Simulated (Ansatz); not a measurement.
What does this script print? It uses Ansatz 0.2.0, Python API.

The script, `feco.py`:
```python
"""Ferro, antiferro and non-magnetic states of FeCo."""

import ansatz as az
import numpy as np
import pandas as pd


def count_gap(report):
    # lowest empty less highest filled band, counting bands; zero where they overlap
    return max(report.get("gap_by_band_count_ev") or 0.0, 0.0)

CELL = [
    (2.857, 0.0, 0.0),
    (0.0, 2.857, 0.0),
    (0.0, 0.0, 2.857),
]
ATOMS = [
    ("Fe", (0.5, 0.5, 0.5)),
    ("Co", (0.0, 0.0, 0.0)),
]


def magnet(moments):
    crystal = az.Crystal(lattice=az.Lattice.of(CELL))
    for (symbol, position), moment in zip(ATOMS, moments):
        crystal = crystal.atom(symbol, position, moment=moment or None)
    return crystal

# starting moments in muB, one an atom
orders = {
    "FM": [3.5, 2.5],
    "AFM": [3.5, -2.5],
}

rows = []
for label, moments in orders.items():
    calc = (
        magnet(moments).calculation()
        .functional("PBE")
        .basis(450)
        .kpoints(10, 10, 10)  # sampling of the Brillouin zone
        .scf(tolerance=1e-09)
        .occupations(az.OccupationsMethod.FERMI_DIRAC, width=0.05)  # smearing steadies the SCF of a metal
        .spin("collinear")
        .band_table()
    )
    summary = calc.run(threads=1, backend="cpu").report
    rows.append((label, summary["free_energy_ev"], summary["magnetization_mub"], summary["absolute_magnetization_mub"], max(abs(m) for m in summary["site_moments_mub"]), count_gap(summary)))
    print(label, "site moments:", [round(m, 2) for m in summary["site_moments_mub"]])

lowest = min(row[1] for row in rows)
rows = [(row[0], 1000 * (row[1] - lowest) / 2, *row[2:]) for row in sorted(rows, key=lambda row: row[1])]
print(pd.DataFrame(rows, columns=["order", "meV/magnetic atom", "net muB", "absolute muB", "largest site muB", "gap by band count eV"]).round(4).to_string(index=False))
print("lowest of these starts:", rows[0][0])
```

```console
$ python feco.py
FM site moments: [2.83, 1.84]
RunWarning: the starting moments were not kept: 1 of 2 ended reversed and 1 kept their direction, counting a site from 0.1 μB. The largest reversed, site 1 (counted from 0, in the order of the report's site_moments_mub), started with -2.5 μB and closes at +1.8e0 μB in its sphere. The SCF closed on another magnetic arrangement than the starting moments describe; that does not show which of the two is lower. To try another start: change the starting moments (crystal.atoms[].spin, [...]
AFM site moments: [2.83, 1.84]
order  meV/magnetic atom  net muB  absolute muB  largest site muB  gap by band count eV
   FM                0.0   4.5671        4.8297            2.8332                   0.0
  AFM                0.0   4.5671        4.8297            2.8332                   0.0
lowest of these starts: FM
```
(Warnings from the package without file and line, shortened.)

What to keep in mind:
- The SCF didn't keep the moments it started from (some shrank, vanished or turned); what is printed is the state reached.
- The mesh is modest for a metal, so energies can be off by several to tens of meV an atom and pressures by half a GPa or more; differences at equal mesh fare better.
- A gap by band count of zero or less means overlapping bands, a metal.
- The starting cell is as deposited in a crystallographic database; the results hold for this polymorph, which needn't be the stable one.
- Levels are Kohn-Sham eigenvalues on this mesh.
- Each row is the state reached from that start at the given structure, not necessarily the lowest of its order; other orders weren't tried.
- It ran for 12 s on 1 thread of Arm Neoverse V2 (shared host), peak memory 0.47 GiB.
